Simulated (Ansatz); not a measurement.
Crystal: Br.

```xyz
4
Lattice="3.3632 -2.3226 0.0000 3.3632 2.3226 0.0000 0.0000 0.0000 8.7023" Properties=species:S:1:pos:R:3 pbc="T T T"
Br    3.3632    0.6266    3.3948
Br    3.3632    1.6959    7.7459
Br    3.3632   -0.6266    5.3075
Br    3.3632   -1.6959    0.9564
```

- Program: Ansatz 0.2.0
- Task: single point
- Functional: PBE
- Potentials or basis: Ansatz PAW
- Cutoff: 420 eV (not typed: the program's choice for these potentials)
- k mesh: 7 × 7 × 3
- Occupations: fermi-dirac, width 0.05 eV
- Spin: no spin polarisation

On this cell: pressure 1.8 GPa; largest force 0.870 eV/Å; band gap on the k mesh 1.90 eV, indirect (least direct gap 1.92 eV).

The same run follows on a disturbed copy (atoms moved at random, drawn with an rms of 0.05 Å):

```
CELL_PARAMETERS angstrom
3.36325 -2.32255 0.00000
3.36325 2.32255 0.00000
0.00000 0.00000 8.70230
ATOMIC_POSITIONS crystal
Br 0.36210 0.64457 0.38555
Br 0.13829 0.86548 0.88671
Br 0.62662 0.35413 0.61351
Br 0.86227 0.12977 0.10185
```

Problem. What does the disturbed cell give?

Solution. The energy moves by +3.5 meV/atom; pressure 1.4 GPa; largest force 1.420 eV/Å; band gap on the k mesh 1.71 eV, indirect (least direct gap 1.77 eV).

Forces in eV/Å, atoms in the order of the input:
```
Br  -0.057 -0.082  0.038
Br  -0.022 -0.683 -1.206
Br   0.066  0.086 -0.079
Br   0.013  0.679  1.247
```

Stress tensor (GPa, compression positive):
```
 1.25 -0.04 -0.01
-0.04  0.84  1.95
-0.01  1.95  2.01
```

Caveats: odd divisions of the mesh miss points on the zone boundary, where band edges often lie, so the gap on the mesh can be too wide.

A k mesh can miss the band edges.
